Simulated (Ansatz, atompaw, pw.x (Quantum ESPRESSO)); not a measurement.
pw.x on bcc Zr: one setting changed

Potential: PAW, atompaw 4.2.0.5, PBE; core [Ar] 3d10, reference 4s2 4p6 4d2 5s2 5p0; waves: 4s (bound): rc 2.25 bohr; 5s (bound): rc 1.60 bohr; 4p (bound): rc 1.80 bohr; 5p (bound, empty): rc 2.50 bohr; 4d (bound): rc 2.20 bohr; 4d channel at 0.25 Ry: rc 2.20 bohr; local part: bessel scheme, radius 1.80 bohr; core correction: smooth core density matched at 1.95 bohr; augmentation: besselshape compensation charge, radius 2.10 bohr; PAW radius 2.50 bohr; waves and projectors: custom polynom gramschmidtortho.

The reference run (k-mesh 13³, cutoffs 50/500 Ry, Fermi–Dirac 0.01 Ry, mixing_beta 0.4, conv_thr 1e-9, no spin) gives -0.07 GPa at 23.074 Å³/atom, where all-electron LAPW gives -0.34 GPa. This run, with its own iteration cap, changes degauss to 0.02.

```
&control
  calculation='scf', prefix='x', pseudo_dir='./', outdir='./tmp', tstress=.true., disk_io='none'
/
&system
  ibrav=0, nat=1, ntyp=1, ecutwfc=50, ecutrho=500, nbnd=14,
  occupations='smearing', smearing='fd', degauss=0.02
/
&electrons
  conv_thr=1e-09, mixing_beta=0.4, electron_maxstep=60
/
ATOMIC_SPECIES
Zr 1.0 Zr.UPF
CELL_PARAMETERS angstrom
  -1.79344322 1.79344322 1.79344322
  1.79344322 -1.79344322 1.79344322
  1.79344322 1.79344322 -1.79344322
ATOMIC_POSITIONS crystal
Zr 0.0000 0.0000 0.0000
K_POINTS automatic
13 13 13 0 0 0
```

```bash
pw.x < Zr.scf.in > Zr.scf.out
```

Task: How does the run end?

Result: It converges in 8 iterations; the free energy moves by -166.1 meV/atom and the pressure by +1.51 GPa. In a metal, with Fermi–Dirac smearing, F lies below its zero-width value by a term in the square of the width.

```
Message from routine setup:
     using ibrav=0 with symmetry is DISCOURAGED, use correct ibrav instead
     lattice parameter (alat)  =       5.8701  a.u.
     unit-cell volume          =     155.7111 (a.u.)^3
     number of electrons       =        12.00
     number of Kohn-Sham states=           14
     kinetic-energy cutoff     =      50.0000  Ry
     charge density cutoff     =     500.0000  Ry
     scf convergence threshold =      1.0E-09
     Exchange-correlation= SLA PW PBX PBC
     number of k points=    84  Fermi-Dirac smearing, width (Ry)=  0.0200
     iteration #  1     ecut=    50.00 Ry     beta= 0.40
     total energy              =    -307.22192136 Ry
     estimated scf accuracy    <       0.01806688 Ry
     iteration #  2     ecut=    50.00 Ry     beta= 0.40
     total energy              =    -307.22281730 Ry
     estimated scf accuracy    <       0.00154650 Ry
     iteration #  3     ecut=    50.00 Ry     beta= 0.40
     total energy              =    -307.22320601 Ry
     estimated scf accuracy    <       0.00012329 Ry
     [... 2 iterations left out ...]
     iteration #  6     ecut=    50.00 Ry     beta= 0.40
     total energy              =    -307.22321907 Ry
     estimated scf accuracy    <          5.9E-09 Ry
     iteration #  7     ecut=    50.00 Ry     beta= 0.40
     total energy              =    -307.22321907 Ry
     estimated scf accuracy    <          2.2E-09 Ry
     iteration #  8     ecut=    50.00 Ry     beta= 0.40
     the Fermi energy is    13.7705 ev
!    total energy              =    -307.22321907 Ry
     estimated scf accuracy    <          5.2E-11 Ry
     smearing contrib. (-TS)   =      -0.03099580 Ry
     convergence has been achieved in   8 iterations
          total   stress  (Ry/bohr**3)                   (kbar)     P=       14.43
     Message from routine punch:
     Nothing written, as per user request (disk_io='none')
```

The run took about 29 s on one core of a shared host (Intel(R) Xeon(R) Platinum 8259CL CPU @ 2.50GHz, 96 threads, 755 GiB, load 56).
